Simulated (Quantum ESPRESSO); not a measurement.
Runs of Quantum ESPRESSO 7.5 on As. Symmetry: Pm-3m, No. 221, cubic system. Conventional cell: a = 2.704 Å, b = 2.704 Å, c = 2.704 Å, α = 90.00°, β = 90.00°, γ = 90.00°. As (site symmetry m-3m) is surrounded by 6 As at 2.70 Å. This isn't the form of As at room conditions, which is rhombohedral.

```tsv
level	ASE optimiser	dispersion computed by	rVV10 parameter b	gap on the mesh (eV)	pressure (GPa)	relaxed volume (Å³/atom)
PBEsol+D4	BFGS	dftd4 4.3.1 through ASE	-	none	0.1	(a)
PBEsol+D3(BJ)	LBFGS	-	-	none	0.1	18.87
PBEsol+D3	BFGS	-	-	none	0.0	19.33
PBEsol	FIRE	-	-	none	-0.1	(b)
PBEsol+rVV10	LBFGS	-	6.3	none	0.1	19.05
```

Alike in all rows: task relaxation of cell and atoms; potentials or basis GBRV 1.5 PBEsol; no spin polarisation; cell relaxed; k mesh 10 × 10 × 10; cutoff (eV) 612; smearing fermi-dirac 0.05 eV.

**Question.** Fill in the values left out.

**Answer.** (a) 19.04; (b) 19.54.

Caveats: pairwise dispersion overbinds metals, which lowers pressure and volume (some runs); rVV10's parameter b was fitted to another functional (some runs).

A k mesh can miss the band edges, and the runs leave out spin-orbit coupling on As.

A gap of «none» marks a metal or a gap under the smearing width.
